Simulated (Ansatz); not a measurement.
# AlNi: from a guess to a relaxed structure

The task: take a trial cell of AlNi to zero force and stress.

Computed with Ansatz 0.2.0 (DFT PBE, scalar-relativistic, plane waves, PAW, unless a step's input says otherwise).

### 1 The starting structure

Symmetry: P4/mmm, No. 123, tetragonal system. The conventional cell has a = 2.811 Å, b = 2.811 Å, c = 3.142 Å, α = 90.00°, β = 90.00°, γ = 90.00°. Around Al (site symmetry 4/mmm) lie 2 Ni at 1.57 Å. Around Ni (site symmetry 4/mmm) lie 2 Al at 1.57 Å.

Coordinates:

```cif
data_structure
_symmetry_space_group_name_H-M 'P 1'
_symmetry_Int_Tables_number 1
_cell_length_a 2.8114
_cell_length_b 2.8114
_cell_length_c 3.1417
_cell_angle_alpha 90.000
_cell_angle_beta 90.000
_cell_angle_gamma 90.000
_cell_volume 24.83
loop_
_atom_site_label
_atom_site_type_symbol
_atom_site_fract_x
_atom_site_fract_y
_atom_site_fract_z
_atom_site_occupancy
Al1 Al 0.00000 0.00000 0.50000 1
Ni1 Ni 0.00000 0.00000 0.00000 1
```

Recipe of the guess: random cell by space group and Wyckoff sites (P4/mmm, No. 123). Its size is a rough estimate.

### 2 A first look at the guess

The input, input.yaml:

```yaml
crystal:
  lattice:
    - [2.81139751, 0.0, 0.0]
    - [0.0, 2.81139751, 0.0]
    - [0.0, 0.0, 3.14169972]
  atoms:
    - { symbol: Al, position: [0.0, 0.0, 0.5] }
    - { symbol: Ni, position: [0.0, 0.0, 0.0], spin: 2.0 }
basis:
  ecutwfc: 420
kpoints:
  mp_grid: { grid: [6, 6, 6] }
hamiltonian:
  xc: pbe
scf:
  occupations: { method: gaussian, width: 0.1 }
  lower_state_search: "off"
output:
  forces: true
  stress: true
  eigenvalues: true
  populations: true
magnetization:
  spin_polarized: true
```

On the command line:

```console
> ansatz run input.yaml --threads 1 --pin off --max-ram 2560MiB --backend cpu --events-out ev --progress --plain --runs-dir out
```

The session goes on with these runs: a loose first relaxation; final relaxation.

**Question.** What will these runs give? Wanted: conventional cell; volume; energy over the elements; gap on the mesh.

The runs gave:

```
                              quantity                                                                      value
symmetry at the end (tolerance 0.05 Å)                                               space group P4/mmm (No. 123)
                     conventional cell  a = 2.588 Å, b = 2.588 Å, c = 4.635 Å, α = 90.00°, β = 90.00°, γ = 90.00°
                                volume                                                              15.52 Å³/atom
              energy over the elements                                                              +0.46 eV/atom
                       gap on the mesh                                                               none (metal)
```

In words: The space group P4/mmm (No. 123) is kept, and the volume per atom grows by 25.0 % from the first guess. With a positive formation energy it can't be a ground state. No finished test with a distortion of lower symmetry is shown, so the end may be a saddle point. A spin-polarised run here lost its starting moments, which speaks against magnetism, though one start doesn't rule it out. Other magnetic orders were not searched.
